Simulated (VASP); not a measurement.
Write the native input for VASP 6.6.1 that does the following.

| Property | Result |
| --- | --- |
| Task | single point |
| Functional | PBE |
| Potentials or basis | VASP PAW PBE potentials, release 64 (Cd, Se) |
| Cutoff | 520 eV |
| k mesh | 10 × 10 × 10 |
| Occupations | gaussian, width 0.05 eV |
| Spin | no spin polarisation |
| Dipole correction | no |
| Further INCAR settings | ALGO = Fast; EDIFF = 1e-06; NBANDS = 16 |

The structure of CdSe lies in POSCAR:

```
CdSe
1.0
   -0.0055878936      3.0489635165      3.0559023294
    3.0419632981      0.0158118967      3.0345025391
    3.0670781166      3.0526785446     -0.0093029217
Cd Se
1 1
Direct
    0.0003664171     -0.0028287403     -0.0052617502
    0.7496335829      0.7528287403      0.7552617502
```

The cell comes from a database or a generator and needn't be the stable form of this composition.

The cell isn't the ideal one: all atoms moved at random, cell strained at random.

One way to write it, as run:

INCAR

```
SYSTEM = CdSe
PREC = Accurate
ENCUT = 520
EDIFF = 1E-6
ISMEAR = 0
SIGMA = 0.05
LREAL = .False.
LASPH = .True.
NELM = 100
ALGO = Fast
ISIF = 2
LWAVE = .False.
LCHARG = .False.
GGA = PE
NBANDS = 16
```

KPOINTS

```
Automatic mesh
0
Gamma
  10 10 10
  0 0 0
```

Potentials or basis: VASP PAW PBE potentials, release 64 (Cd, Se).

Launch:

```sh
$ cat potpaw_PBE.64/Cd/POTCAR potpaw_PBE.64/Se/POTCAR > POTCAR
$ mpirun -np 1 vasp_std > vasp.out
```

It gave:

```
Pressure               : 2.7 GPa
Largest force          : 0.324 eV/Å
Band gap on the k mesh : 0.56 eV, direct
```

Run time: 3.1 min on 1 thread of AMD EPYC 9R45 96-Core Processor (Zen 5), with other jobs on the host, peak memory 0.53 GiB.
